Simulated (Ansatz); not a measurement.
# Ge: clamped-ion strain scan

Method: DFT r2SCAN, scalar-relativistic, plane waves, PAW in Ansatz. The runs took a 500 eV cutoff, a Γ-centred 20×20×20 mesh and Gaussian smearing (0.15 eV). No spin polarisation. Energies are free energies at this smearing, counted from the undisturbed cell; pressure is positive in compression.

Zero of the scan (as given, not relaxed at this level; it stands at -1.4 GPa; this form isn't the usual structure):

```xyz
2
Lattice="-2.4959 2.6509 1.4369 2.4959 -2.6509 1.4369 2.4959 2.6509 -1.4369" Properties=species:S:1:pos:R:3 pbc="T T T"
Ge    2.4959   -1.3254    1.2529
Ge    0.0000    3.9763    0.1841
```

The cell is strained by ε times the Voigt pattern (0, 0, 0, 1, 0, 0) (xx, yy, zz, yz, xz, xy; engineering shear) with fractional coordinates fixed. The cell is metallic on the mesh throughout.

```
      ε  ΔE (meV/atom)
-0.0400            4.9
-0.0200            1.2
 0.0000            0.0
 0.0100            0.3
 0.0300            2.8
```